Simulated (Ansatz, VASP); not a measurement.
## One calculation of BN, two programs

Contents of INCAR:

```
PREC     = Accurate       # precision mode
ENCUT    = 520            # plane-wave cutoff, eV
EDIFF    = 1E-7           # SCF threshold, eV
ISMEAR   = -1             # smearing method
SIGMA    = 0.05           # smearing width, eV
LREAL    = False          # projectors in reciprocal space
LASPH    = True           # aspherical terms in the spheres
NELM     = 60             # most SCF steps
ALGO     = Normal         # electronic algorithm
ISIF     = 2              # what is computed and relaxed
LWAVE    = False          # write WAVECAR
LCHARG   = True           # write CHGCAR
GGA      = PE             # functional
LELF     = True           # ELF
LVHAR    = True         
NBANDS   = 11             # bands
```

KPOINTS

```
regular mesh
0
Gamma
  14 14 14
```

Contents of POSCAR:

```
BN
1.0
    2.2729958072      0.0000000000      0.0000000000
    0.0000000000      2.2729958072      0.0000000000
    0.0000000000      0.0000000000      2.2729958072
B N
1 1
Direct
    0.0000000000      0.0000000000      0.0000000000
    0.5000000000      0.5000000000      0.5000000000
```

Input for Ansatz:

```yaml
crystal:
  lattice:
    - [2.2729958072, 0.0, 0.0]
    - [0.0, 2.2729958072, 0.0]
    - [0.0, 0.0, 2.2729958072]
  atoms:
    - { symbol: B, position: [0.0, 0.0, 0.0] }
    - { symbol: "N", position: [0.5, 0.5, 0.5] }
kpoints:
  mp_grid: { grid: [14, 14, 14] }
  band_path:
    path:
      - [0.0, 0.0, 0.0]
      - [0.0, 0.5, 0.0]
      - [0.5, 0.5, 0.0]
      - [0.0, 0.0, 0.0]
      - [0.5, 0.5, 0.5]
      - [0.0, 0.5, 0.0]
      - [0.5, 0.5, 0.5]
      - [0.5, 0.5, 0.0]
    npoints: 8
scf:
  occupations: { method: fermi_dirac, width: 0.05 }
hamiltonian:
  xc: pbe
  pseudopotentials: { kind: all_electron, lapw: { basis_error: 0.001 } }
output:
  forces: true
  stress: true
  eigenvalues: true
  populations: true
  dos: { projected: true, de: 0.2, e_range: [-14, 8] }
```

Change from the starting cell: volume scaled by 0.94, LAPW.

Alike in both runs: task single point; functional PBE; k mesh 14 × 14 × 14; occupations fermi-dirac, width 0.05 eV; no spin polarisation.

|  | VASP | Ansatz |
| --- | --- | --- |
| version | VASP 6.6.1 | Ansatz 0.2.0 |
| potentials or method | VASP PAW PBE potentials, release 64 (B, N) | all-electron LAPW, scalar-relativistic |
| plane-wave cutoff (eV) | 520 | see its input |

```tsv
	VASP	Ansatz	Ansatz less VASP
pressure (GPa)	17.0	17.0	+0.03
```

Ansatz ran all-electron here, so the differences hold the error of VASP's frozen core and of both bases.

Caveats: so large a pressure means that the cell lies far from this level's equilibrium, or that cutoff or potentials fall short (VASP).
